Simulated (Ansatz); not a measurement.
Crystal: CuO.

```xyz
6
Lattice="4.1609 0.0000 0.0000 0.0000 4.1609 0.0000 0.0000 0.0000 3.8876" Properties=species:S:1:pos:R:3 pbc="T T T"
Cu    4.0675    4.1117    3.7334
Cu    0.1651    2.1891    2.0144
Cu    2.0021    4.1336    1.9668
O     0.0459    2.0922    3.7923
O     1.9197    4.1141    3.8361
O     0.1216    0.0031    2.1513
```

The cell comes from a database or a generator and needn't be the stable form of this composition.

The cell isn't the ideal one: all atoms moved at random, sigma 0.1 Å a component.

Base run:

| Item | Value |
| --- | --- |
| Program | Ansatz 0.2.0 |
| Functional | PBE |
| Potentials or basis | SSSP efficiency PAW |
| Cutoff | 1225 eV |
| Density cutoff | 12245 eV |
| k mesh | 7 × 7 × 7 |
| Occupations | fermi-dirac, width 0.05 eV |
| Spin | no spin polarisation |

Its results: band gap on the k mesh none (metal or under the smearing width); pressure 16.8 GPa; largest force 10.135 eV/Å.

Q: The run is repeated on the same cell with these changes: potentials or basis from SSSP efficiency PAW to Ansatz PAW; cutoff from 1225 eV to 420 eV (not typed: the program's choice for these potentials); valence electrons from 51 to 75. What comes out?

A: Band gap on the k mesh none (metal or under the smearing width); pressure 16.3 GPa; largest force 9.902 eV/Å.

Caveats: an odd number of electrons without spin polarisation forces a metal; a magnetic or distorted state may lie lower; the run has no spin polarisation, though such a crystal can be magnetic; semilocal functionals often make such compounds metallic where correlation or magnetic order opens a gap, which also shifts bond lengths.
